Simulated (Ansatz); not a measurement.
The system is CuI (Marshite).

```
I Cu
1.0
     0.00000    3.03150    3.03150
     3.03150    0.00000    3.03150
     3.03150    3.03150    0.00000
I Cu
1 1
Direct
  0.00000 0.00000 0.00000
  0.75000 0.75000 0.75000
```

Program: Ansatz 0.2.0. Alike in all runs: cell as given; k mesh 8 × 8 × 8; smearing methfessel-paxton 0.05 eV.

Problem. Order these runs on this cell by their band gap on the k mesh, lowest first.
A. level rPW86-PBE; potentials or basis Ansatz PAW; spin SOC, no magnetisation; cutoff (eV) 420
B. level r2SCAN; potentials or basis Ansatz NC; spin SOC, no magnetisation; cutoff (eV) 1260; other keys scf.convergence.dr2_threshold = 1e-09; scf.n_extra_bands = 1
C. level r2SCAN+D4; potentials or basis Ansatz PAW; spin off; cutoff (eV) 500

Solution. A (0.88 eV), B (1.45 eV), C (1.61 eV).

Caveats: spin-orbit coupling is left out, which moves the levels of the heavy elements (some runs).
